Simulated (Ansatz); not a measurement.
System: BeS (honeycomb bilayer).

The cell holds 4 atoms: 2 Be and 2 S. Cell: a = 3.425 Å, b = 3.425 Å, c = 30.200 Å, α = 90.0°, β = 90.0°, γ = 120.0°. Regions: layer 1 (BeS-hc), 2 atoms (1 Be and 1 S); layer 2 (BeS-hc), 2 atoms (1 Be and 1 S). Vacuum lies along c.

```xyz
4
Lattice="3.4246 0.0000 0.0000 -1.7123 2.9658 0.0000 0.0000 0.0000 30.2000" Properties=species:S:1:pos:R:3
Be    0.0000    1.9772   13.3650
S     1.7123    0.9886   13.3507
Be    0.0000    1.9772   16.8350
S     0.0000    0.0000   16.8493
```

The structure was relaxed with PBEsol-D3(BJ). The runs that relaxed it are not among those shown. PAW set soft_2, made with PBE.

Gaps computed with Ansatz 0.2.0 without a self-energy: PBEsol 3.62 eV and PBEsol+SOC 3.62 eV.

**Question.** What gap should G0W0 on PBEsol give (6×6×1 mesh, 452 empty bands, screening to 75 eV, default PAW files)?

About 5.75 eV: on its mesh the run moves the gap from 3.68 eV by +2.12 eV, and the mesh misses the edges by 0.06 eV. Bands and cutoff are finite, so the gap is not at the basis limit. The miss can reach some tenths of an eV and take either sign; the mesh is an error of its own. The mesh in the plane is coarse for a sheet; gap and any exciton binding can still move on denser ones.

[Paths, hosts, dates, memory and timing lines, banners, echoed tables and standing remarks are left out of the program output.]

[Logs are printed without paths, hosts, clocks, repeated set-up lines and the standing remarks that a program may print on its own settings, such as how far it seeks lower states.]

[Runs of the session that timed out or met a known fault of the program may be left out.]

[Cells called generated may have been cut or substituted from an entry of the Crystallography Open Database or the Materials Project.]

[Hosts, paths, dates, database ids (printed as entryN), source tags and the programs' standing remarks are cut or masked in the printed files.]
